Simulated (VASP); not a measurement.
Wanted: an ASE script for a VASP 6.6.1 run.

```yaml
Task: single point
Functional: RPBE
Potentials_or_basis: VASP PAW PBE potentials, release 64 (As)
Cutoff: 500 eV
k_mesh: 9 × 9 × 9
Occupations: gaussian, width 0.05 eV
Spin: no spin polarisation
Further_INCAR_settings: ALGO = Fast; EDIFF = 1.00e-06
```

The structure of As lies in As.xyz:

```xyz
2
Lattice="1.8807968987 1.0858785957 3.5140619945 -1.8807968987 1.0858785957 3.5140619945 0.0000000000 -2.1717571915 3.5140619945" Properties=species:S:1:pos:R:3 pbc="T T T"
As     0.0000000000      0.0000000000      2.3825340323
As     0.0000000000     -0.0000000001      8.1596519512
```

The input as run:

run.py

```python
from ase.calculators.vasp import Vasp
from ase.dft.bandgap import bandgap
from ase.io import read

atoms = read('As.xyz')
calc = Vasp(
    directory='calc',
    xc='rpbe',
    pp='PBE',
    setups='minimal',
    prec='Accurate',
    encut=500,
    ediff=1e-06,
    ismear=0,
    sigma=0.05,
    lreal=False,
    lasph=True,
    nelm=100,
    algo='Fast',
    isif=2,
    lwave=False,
    lcharg=False,
    kpts=[9, 9, 9],
    gamma=True,
)
atoms.calc = calc

print('energy (eV):', atoms.get_potential_energy())
print('free energy (eV):', atoms.get_potential_energy(force_consistent=True))
print('forces (eV/A):')
print(atoms.get_forces())
print('stress (eV/A^3, Voigt):', atoms.get_stress())
print('Fermi level (eV):', calc.get_fermi_level())
gap, top, bottom = bandgap(calc)
print('band gap (eV):', gap, 'from (spin, k, band)', top, 'to', bottom)
```

Potentials or basis: VASP PAW PBE potentials, release 64 (As).

The run is started by

```sh
$ python run.py
```

Results of the run:

| Property | Result |
| --- | --- |
| Pressure | 5.7 GPa |
| Largest force | 0.518 eV/Å |
| Band gap on the k mesh | none (metal or under the smearing width) |

Caveat: the PAW data sets were made with another functional, which shifts forces and pressure a little.

It took 19 s on 1 thread of Intel(R) Xeon(R) 6975P-C (Granite Rapids) (shared host), peak memory 0.17 GiB.
